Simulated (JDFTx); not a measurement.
# As (R-3m) in JDFTx: further runs

Aim: see how the results for As move with the level of theory and the settings. Levels: TPSS, AM05, revPBE, PBE. Tasks: relaxation of cell and atoms, single point.

Everything below comes from runs of JDFTx 1.7.0 (patched build). Logs are shortened: lines on timing, memory, paths and dates and some standing lists are left out, and cuts for length are marked. The log counts tension as positive stress, the text compression.

## Step 1: Starting point

Symmetry: R-3m, No. 166, trigonal system. Conventional cell: a = 3.762 Å, b = 3.762 Å, c = 10.542 Å, α = 90.00°, β = 90.00°, γ = 120.00°. Around As (site symmetry 3m) lie 3 As at 2.51 Å.

## Step 2: Relaxation of cell and atoms, TPSS

The input, As.in:

```
lattice \
    3.5541910346    -3.5541910346     0.0000000000 \
    2.0520131505     2.0520131505    -4.1040263011 \
    6.6406147546     6.6406147546     6.6406147546
coords-type Lattice
ion As     0.2260000000     0.2260000000     0.2260000000 1
ion As     0.7740000000     0.7740000000     0.7740000000 1

ion-species pseudo/As.upf
elec-cutoff 40 320
elec-ex-corr mgga-TPSS
kpoint-folding 3 3 3
elec-smearing Fermi 0.0018374661
elec-n-bands 10
electronic-SCF nIterations 100 energyDiffThreshold 1e-09
electronic-minimize nIterations 30 energyDiffThreshold 1e-7
forces-output-coords Cartesian
lattice-minimize nIterations 40 energyDiffThreshold 1e-6

dump-name run.$VAR
dump End Ecomponents EigStats BandEigs Kpoints Forces Stress ElecDensity KEdensity
```

Potentials or basis: SG15-PBE-1.2 with smoothed tails.

Command:

```bash
> jdftx -c 1 -i As.in -o As.out
```

The program printed:

```text
*************** JDFTx 1.7.0 (patched build) ***************

Input parsed successfully to the following command list (including defaults):
[... the input with its defaults ...]

---------- Setting up symmetries ----------

Non-trivial transmission matrix:
[   1   0   0  ]
[  -1   1   0  ]
[   0  -1   1  ]
with reduced lattice vectors:
[      7.108382     -3.554191      0.000000  ]
[      0.000000      6.156039     -4.104026  ]
[      0.000000      0.000000      6.640615  ]

Found 12 point-group symmetries of the bravais lattice
Found 12 space-group symmetries with basis
Applied RMS atom displacement 0 bohrs to make symmetries exact.

---------- Initializing the Grid ----------
R =
[      3.55419     -3.55419            0  ]
[      2.05201      2.05201     -4.10403  ]
[      6.64061      6.64061      6.64061  ]
unit cell volume = 290.59
G =
[   0.883912   0.510327   0.315392  ]
[  -0.883912   0.510327   0.315392  ]
[ 6.89868e-18   -1.02065   0.315392  ]
Minimum fftbox size, Smin = [  64  64  64  ]
Chosen fftbox size, S = [  64  64  64  ]

---------- Initializing tighter grid for wavefunction operations ----------
R =
[      3.55419     -3.55419            0  ]
[      2.05201      2.05201     -4.10403  ]
[      6.64061      6.64061      6.64061  ]
unit cell volume = 290.59
G =
[   0.883912   0.510327   0.315392  ]
[  -0.883912   0.510327   0.315392  ]
[ 6.89868e-18   -1.02065   0.315392  ]
Minimum fftbox size, Smin = [  48  48  48  ]
Chosen fftbox size, S = [  48  48  48  ]

---------- Exchange Correlation functional ----------
Initalized TPSS mGGA exchange.
Initalized TPSS mGGA correlation.

---------- Setting up pseudopotentials ----------
Width of ionic core gaussian charges (only for fluid interactions / plotting) set to 0

Reading pseudopotential file 'pseudo/As.upf':
  'As' pseudopotential, 'PBE' functional
  Generated using ONCVPSP code by D. R. Hamann
  5 valence electrons, 0 orbitals, 6 projectors, 602 radial grid points, with lMax = 2
  Core radius for overlap checks: 2.53 bohrs.

Initialized 1 species with 2 total atoms.

Folded 1 k-points by 3x3x3 to 27 k-points.

---------- Setting up k-points, bands, fillings ----------
Reduced to 6 k-points under symmetry.
Computing the number of bands and number of electrons
Calculating initial fillings.
nElectrons:  10.000000   nBands: 10   nStates: 6

----- Setting up reduced wavefunction bases (one per k-point) -----
average nbasis = 3513.889 , ideal nbasis = 3511.272

---------- Setting up ewald sum ----------
Optimum gaussian width for ewald sums = 2.408321 bohr.
Real space sum over 1331 unit cells with max indices [  5  5  5  ]
Reciprocal space sum over 2197 terms with max indices [  6  6  6  ]

---------- Allocating electronic variables ----------
Initializing wave functions:  (No orbitals for LCAO)  bandwidth-limited random numbers

--------- Lattice Minimization ---------

Setting the auxilliary hamiltonian equal to the subspace hamiltonian.

-------- Electronic minimization -----------
Will mix electronic and kinetic density at each iteration.
	FillingsUpdate:  mu: +0.432722186  nElectrons: 10.000000
	FillingsUpdate:  mu: +0.166348566  nElectrons: 10.000000
SCF: Cycle:  0   F: -12.372125677544449   dF: -3.002e+00   |Residual|: 6.191e-01   |deigs|: 2.383e-01
	FillingsUpdate:  mu: +0.208872853  nElectrons: 10.000000
SCF: Cycle:  1   F: -12.573930069717376   dF: -2.018e-01   |Residual|: 3.503e-01   |deigs|: 5.413e-02
	FillingsUpdate:  mu: +0.277830131  nElectrons: 10.000000
SCF: Cycle:  2   F: -12.671451544885750   dF: -9.752e-02   |Residual|: 6.988e-02   |deigs|: 6.750e-02
	FillingsUpdate:  mu: +0.266696739  nElectrons: 10.000000
SCF: Cycle:  3   F: -12.672331447792518   dF: -8.799e-04   |Residual|: 3.463e-02   |deigs|: 8.277e-03
	FillingsUpdate:  mu: +0.274040206  nElectrons: 10.000000
SCF: Cycle:  4   F: -12.673398418959907   dF: -1.067e-03   |Residual|: 1.008e-02   |deigs|: 5.944e-03
	FillingsUpdate:  mu: +0.276587710  nElectrons: 10.000000
SCF: Cycle:  5   F: -12.673483462358304   dF: -8.504e-05   |Residual|: 2.164e-03   |deigs|: 1.906e-03
	FillingsUpdate:  mu: +0.276358752  nElectrons: 10.000000
SCF: Cycle:  6   F: -12.673485906501483   dF: -2.444e-06   |Residual|: 9.836e-04   |deigs|: 1.966e-04
	FillingsUpdate:  mu: +0.276312177  nElectrons: 10.000000
SCF: Cycle:  7   F: -12.673486482464146   dF: -5.760e-07   |Residual|: 1.381e-04   |deigs|: 5.868e-05
	FillingsUpdate:  mu: +0.276292139  nElectrons: 10.000000
SCF: Cycle:  8   F: -12.673486507168487   dF: -2.470e-08   |Residual|: 7.092e-05   |deigs|: 2.480e-05
	FillingsUpdate:  mu: +0.276283189  nElectrons: 10.000000
SCF: Cycle:  9   F: -12.673486512666434   dF: -5.498e-09   |Residual|: 1.904e-05   |deigs|: 1.274e-05
	FillingsUpdate:  mu: +0.276286523  nElectrons: 10.000000
SCF: Cycle: 10   F: -12.673486513397348   dF: -7.309e-10   |Residual|: 8.727e-06   |deigs|: 8.776e-06
	FillingsUpdate:  mu: +0.276286897  nElectrons: 10.000000
SCF: Cycle: 11   F: -12.673486513527571   dF: -1.302e-10   |Residual|: 2.260e-06   |deigs|: 1.759e-05
SCF: Converged (|Delta E|<1.000000e-09 for 2 iters).

Setting wave functions to eigenvectors of Hamiltonian
# Lattice vectors:
R =
[      3.55419     -3.55419            0  ]
[      2.05201      2.05201     -4.10403  ]
[      6.64061      6.64061      6.64061  ]
unit cell volume = 290.59

# Strain tensor in Cartesian coordinates:
[            0            0            0  ]
[            0            0            0  ]
[            0            0            0  ]

# Stress tensor in Cartesian coordinates [Eh/a0^3]:
[ -0.000251497            0            0  ]
[            0 -0.000251497            0  ]
[            0            0 -1.86562e-05  ]

# Ionic positions in lattice coordinates:
ion As   0.226000000000000   0.226000000000000   0.226000000000000 1
ion As   0.774000000000000   0.774000000000000   0.774000000000000 1

# Forces in Cartesian coordinates:
force As  -0.000000000000000  -0.000000000000000   0.002280136749521 1
force As  -0.000000000000000  -0.000000000000000  -0.002280136749521 1

# Energy components:
   Eewald =      -13.2967517667637427
       EH =        0.7286673406024446
     Eloc =       -4.3171161858241254
      Enl =        3.2518204574108993
      Exc =       -3.1291315224074929
       KE =        4.0890251996547970
-------------------------------------
     Etot =      -12.6734864773272218
       TS =        0.0000000362003497
-------------------------------------
        F =      -12.6734865135275712

LatticeMinimize: Iter:   0  F: -12.673486513527571  |grad|_K:  1.595e-02

-------- Electronic minimization -----------
Will mix electronic and kinetic density at each iteration.
	FillingsUpdate:  mu: +0.276286897  nElectrons: 10.000000
	FillingsUpdate:  mu: +0.274304411  nElectrons: 10.000000
SCF: Cycle:  0   F: -12.673726231336063   dF: -3.163e-05   |Residual|: 2.642e-03   |deigs|: 1.949e-05
	FillingsUpdate:  mu: +0.274306422  nElectrons: 10.000000
SCF: Cycle:  1   F: -12.673729978436375   dF: -3.747e-06   |Residual|: 1.376e-03   |deigs|: 1.003e-04
	FillingsUpdate:  mu: +0.274328502  nElectrons: 10.000000
SCF: Cycle:  2   F: -12.673731197646330   dF: -1.219e-06   |Residual|: 2.785e-04   |deigs|: 1.039e-04
	FillingsUpdate:  mu: +0.274348263  nElectrons: 10.000000
SCF: Cycle:  3   F: -12.673731219647218   dF: -2.200e-08   |Residual|: 8.600e-05   |deigs|: 1.398e-05
	FillingsUpdate:  mu: +0.274351257  nElectrons: 10.000000
SCF: Cycle:  4   F: -12.673731230291599   dF: -1.064e-08   |Residual|: 3.436e-05   |deigs|: 8.711e-06
	FillingsUpdate:  mu: +0.274349674  nElectrons: 10.000000
SCF: Cycle:  5   F: -12.673731231188361   dF: -8.968e-10   |Residual|: 8.636e-06   |deigs|: 2.255e-06
	FillingsUpdate:  mu: +0.274349657  nElectrons: 10.000000
SCF: Cycle:  6   F: -12.673731231287354   dF: -9.899e-11   |Residual|: 3.355e-06   |deigs|: 7.368e-07
SCF: Converged (|Delta E|<1.000000e-09 for 2 iters).

Setting wave functions to eigenvectors of Hamiltonian
LatticeMinimize: 	Wolfe criterion not satisfied: alpha: 1  (E-E0)/|gdotd0|: -0.961366  gdotd/gdotd0: 0.924365 (taking cubic step)

-------- Electronic minimization -----------
Will mix electronic and kinetic density at each iteration.
	FillingsUpdate:  mu: +0.274349657  nElectrons: 10.000000
	FillingsUpdate:  mu: +0.270405678  nElectrons: 10.000000
SCF: Cycle:  0   F: -12.674143317051326   dF: -1.262e-04   |Residual|: 5.272e-03   |deigs|: 1.830e-05
	FillingsUpdate:  mu: +0.270413771  nElectrons: 10.000000
SCF: Cycle:  1   F: -12.674158206934203   dF: -1.489e-05   |Residual|: 2.752e-03   |deigs|: 2.009e-04
	FillingsUpdate:  mu: +0.270461822  nElectrons: 10.000000
SCF: Cycle:  2   F: -12.674163072019056   dF: -4.865e-06   |Residual|: 5.557e-04   |deigs|: 2.095e-04
	FillingsUpdate:  mu: +0.270500667  nElectrons: 10.000000
SCF: Cycle:  3   F: -12.674163160276212   dF: -8.826e-08   |Residual|: 1.741e-04   |deigs|: 2.745e-05
	FillingsUpdate:  mu: +0.270507648  nElectrons: 10.000000
SCF: Cycle:  4   F: -12.674163201462159   dF: -4.119e-08   |Residual|: 6.764e-05   |deigs|: 1.767e-05
	FillingsUpdate:  mu: +0.270504291  nElectrons: 10.000000
SCF: Cycle:  5   F: -12.674163205062310   dF: -3.600e-09   |Residual|: 1.714e-05   |deigs|: 4.180e-06
	FillingsUpdate:  mu: +0.270504411  nElectrons: 10.000000
SCF: Cycle:  6   F: -12.674163205483833   dF: -4.215e-10   |Residual|: 6.752e-06   |deigs|: 7.756e-07
	FillingsUpdate:  mu: +0.270503994  nElectrons: 10.000000
SCF: Cycle:  7   F: -12.674163205557175   dF: -7.334e-11   |Residual|: 5.172e-06   |deigs|: 4.662e-07
SCF: Converged (|Delta E|<1.000000e-09 for 2 iters).

Setting wave functions to eigenvectors of Hamiltonian
# Lattice vectors:
R =
[      3.57197     -3.57197            0  ]
[      2.06228      2.06228     -4.12456  ]
[      6.64308      6.64308      6.64308  ]
unit cell volume = 293.614

# Strain tensor in Cartesian coordinates:
[     0.005003            0            0  ]
[            0     0.005003            0  ]
[            0            0  0.000370744  ]

# Stress tensor in Cartesian coordinates [Eh/a0^3]:
[ -0.000202438            0            0  ]
[            0 -0.000202438            0  ]
[            0            0  5.11776e-06  ]

# Ionic positions in lattice coordinates:
ion As   0.226343334016129   0.226343334016129   0.226343334016120 1
ion As   0.773656665983871   0.773656665983871   0.773656665983880 1

# Forces in Cartesian coordinates:
force As  -0.000000000000000  -0.000000000000000  -0.000066275093472 1
force As   0.000000000000000  -0.000000000000000   0.000066275093472 1
[... 505 lines left out ...]
# Strain tensor in Cartesian coordinates:
[      0.04058            0            0  ]
[            0      0.04058  1.55068e-13  ]
[            0  1.59964e-13   -0.0297566  ]

# Stress tensor in Cartesian coordinates [Eh/a0^3]:
[ -1.29953e-07            0            0  ]
[            0 -1.29953e-07            0  ]
[            0            0  6.62948e-08  ]

# Ionic positions in lattice coordinates:
ion As   0.225064594509951   0.225064594509951   0.225064594509974 1
ion As   0.774935405490049   0.774935405490049   0.774935405490026 1

# Forces in Cartesian coordinates:
force As  -0.000000000000000  -0.000000000000000   0.000010660206973 1
force As  -0.000000000000000   0.000000000000000  -0.000010660206973 1

# Energy components:
   Eewald =      -13.1010464565442764
       EH =        0.7468698306238625
     Eloc =       -4.4736516320320217
      Enl =        3.2332129143421162
      Exc =       -3.0975656984873670
       KE =        4.0159417145379317
-------------------------------------
     Etot =      -12.6762393275597525
       TS =        0.0000000030625003
-------------------------------------
        F =      -12.6762393306222521

LatticeMinimize: Iter:  10  F: -12.676239330622252  |grad|_K:  1.756e-05  alpha:  1.000e+00  linmin:  3.635e-01
LatticeMinimize: Converged (|Delta F|<1.000000e-06 for 2 iters).

Dumping 'run.eigStats' ...
	eMin: -0.288333 at state 0 ( [ +0.000000 +0.000000 +0.000000 ] spin 0 )
	HOMO: +0.217278 at state 1 ( [ +0.000000 +0.000000 +0.333333 ] spin 0 )
	mu  : +0.246726
	LUMO: +0.276166 at state 1 ( [ +0.000000 +0.000000 +0.333333 ] spin 0 )
	eMax: +0.612174 at state 2 ( [ +0.000000 +0.333333 +0.333333 ] spin 0 )
	HOMO-LUMO gap: +0.058888
	Optical gap  : +0.058888 at state 1 ( [ +0.000000 +0.000000 +0.333333 ] spin 0 )
Done!
[note: mu as printed may lie anywhere between the filled and the empty levels]
```

Run time: 1.9 min. Hardware: 1 thread of AMD EPYC 9R45 (Zen 5), shared host; peak memory 0.18 GiB.

What came out:

```
Free energy                            : -344.9380 eV
Relaxed volume                         : 22.62 Å³/atom
Relaxed cell                           : a = 4.090 Å, b = 4.090 Å, c = 4.090 Å, α = 57.17°, β = 57.17°, γ = 57.17°
Space group after relaxing (to 0.05 Å) : R-3m (No. 166)
Energy gained by relaxing              : 37.5 meV/atom
Ionic steps                            : 11
Pressure after relaxing                : 0.0 GPa
Band gap on the k mesh                 : 1.60 eV, direct
```

The path:
```
step  energy change (eV)  largest force (eV/Å)  pressure (GPa)  volume (Å³)
   1              0.0000                0.1172            5.12        43.06
   2             -0.0184                0.0034            3.92        43.51
   3             -0.0474                0.1092            1.80        44.50
   4             -0.0673                0.0538           -0.26        45.77
   5             -0.0716                0.0649           -0.42        45.88
   6             -0.0732                0.0316           -0.05        45.51
   7             -0.0742                0.0002           -0.08        45.41
   8             -0.0746                0.0046           -0.04        45.35
   9             -0.0749                0.0048           -0.01        45.27
  10             -0.0749                0.0003           -0.01        45.25
  11             -0.0749                0.0005            0.00        45.24
```

Final structure:
```xyz
2
Lattice="1.9571 1.1299 3.4095 -1.9571 1.1299 3.4095 0.0000 -2.2599 3.4095" Properties=species:S:1:pos:R:3 pbc="T T T"
As    0.0000    0.0000    2.3021
As    0.0000    0.0000    7.9264
```

Caveat: the k mesh is coarse (spacing up to 0.67 Å⁻¹), so the values aren't converged; meta-GGA forces are noisy on this grid; the potentials were made for another functional, which shifts forces and pressure; an odd mesh through Γ misses points on the zone boundary, where band edges often lie. Zero-point motion and thermal expansion aren't in these numbers.

(Continued in part 2 of 2.)
